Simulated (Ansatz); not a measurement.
Wanted: the native input for an Ansatz 0.2.0 run.

```yaml
Task: relaxation of cell and atoms
Functional: HSE03
Potentials_or_basis: Ansatz PAW
Cutoff: "420 eV (not typed: the program's choice for these potentials)"
k_mesh: 5 × 5 × 5
Occupations: fermi-dirac, width 0.05 eV
Spin: no spin polarisation
```

The system is ZrC.

```
Zr C
1.0
     0.00000    2.36500    2.36500
     2.36500    0.00000    2.36500
     2.36500    2.36500    0.00000
Zr C
1 1
Direct
  0.50000 0.50000 0.50000
  0.00000 0.00000 0.00000
```

One way to write it, as run:

input.yaml

```yaml
crystal:
  lattice:
    - [0.0, 2.365, 2.365]
    - [2.365, 0.0, 2.365]
    - [2.365, 2.365, 0.0]
  atoms:
    - { symbol: Zr, position: [0.5, 0.5, 0.5] }
    - { symbol: C, position: [0.0, 0.0, 0.0] }
hamiltonian:
  xc: { exchange: pbe, correlation: pbe, exx: { coeff: 0.25, omega: 0.3 } }
  pseudopotentials: { kind: paw }
kpoints:
  mp_grid: { grid: [5, 5, 5] }
scf:
  occupations: { method: fermi_dirac, width: 0.05 }
output:
  forces: true
  stress: true
  write_density: true
  write_potential: true
  elf: true
  volumetric_format: npy
relax:
  f_tol: 0.01
  max_steps: 40
  cell: { stress_tol: 0.05 }
```

Potentials or basis: Ansatz PAW.

Command:

```console
$ ansatz run input.yaml --threads 2 --pin off --max-ram 5632MiB --backend cpu --events-out ev --progress --plain --runs-dir out
```

Results of the run:

```json
{
  "Relaxed volume": "12.95 Å³/atom",
  "Relaxed cell": "a = 3.321 Å, b = 3.321 Å, c = 3.321 Å, α = 60.00°, β = 60.00°, γ = 60.00°",
  "Space group after relaxing (to 0.05 Å)": "Fm-3m (No. 225)",
  "Energy gained by relaxing": "4.3 meV/atom",
  "Ionic steps": "4",
  "Pressure after relaxing": "0.0 GPa",
  "Band gap on the k mesh": "none (metal or under the smearing width)"
}
```

Caveat: the k mesh is coarse (spacing up to 0.46 Å⁻¹), so the values aren't converged, least of all with exact exchange; the plane-wave basis is chosen anew once the cell has moved, so the energies of steps on either side of that aren't comparable; the PAW data sets come from PBE, with cores solved anew for the run's functional, which leaves a small shift of forces and pressure.

Wall time 29 s on 2 threads of Arm Neoverse V2, with other jobs on the host, peak memory 0.66 GiB.
